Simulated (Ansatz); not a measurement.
# SnO2: the cost of one run

Program: Ansatz 0.2.0. Level of theory: DFT PBEsol, scalar-relativistic, plane waves, PAW. These are calculated values, not measurements.

### 1 The structure to begin with

It takes space group R-3m (No. 166, trigonal). The conventional cell has a = 3.234 Å, b = 3.234 Å, c = 14.402 Å, α = 90.00°, β = 90.00°, γ = 120.00°. Sn (site symmetry -3m) has 6 O at 2.13 Å as nearest neighbours. O (site symmetry 3m) is surrounded by 3 Sn at 2.13 Å.

As a file:

```cif
data_structure
_symmetry_space_group_name_H-M 'R-3m:H'
_symmetry_Int_Tables_number 166
_cell_length_a 3.2342
_cell_length_b 3.2342
_cell_length_c 14.4018
_cell_angle_alpha 90.000
_cell_angle_beta 90.000
_cell_angle_gamma 120.000
_cell_volume 130.46
loop_
_atom_site_label
_atom_site_type_symbol
_atom_site_symmetry_multiplicity
_atom_site_Wyckoff_symbol
_atom_site_fract_x
_atom_site_fract_y
_atom_site_fract_z
_atom_site_occupancy
Sn1 Sn 3 b 0.66667 0.33333 0.83333 1
O1 O 6 c 0.33333 0.66667 0.90384 1
```

Source of the structure: the Materials Project (structure only).

### 2 Quick check of gap, pressure and forces

input.yaml

```yaml
crystal:
  lattice:
    - [1.6170930752, 0.9336291223, 4.800592584]
    - [-1.6170930752, 0.9336291223, 4.800592584]
    - [0.0, -1.8672582446, 4.800592584]
  atoms:
    - { symbol: Sn, position: [0.5, 0.5, 0.5] }
    - { symbol: O, position: [0.23717, 0.23717, 0.23717] }
    - { symbol: O, position: [0.76283, 0.76283, 0.76283] }
basis:
  ecutwfc: 420
kpoints:
  mp_grid: { grid: [6, 6, 6] }
hamiltonian:
  xc: pbesol
scf:
  occupations: { method: gaussian, width: 0.1 }
output:
  forces: true
  stress: true
  eigenvalues: true
```

Command:

```bash
$ ansatz run input.yaml --threads 1 --pin off --max-ram 1228MiB --backend cpu --events-out ev --progress --plain --runs-dir out
```

What time and memory should one allow on 1 thread of an Arm CPU, shared host?

About 2.8 s, with a peak of 0.32 GiB.
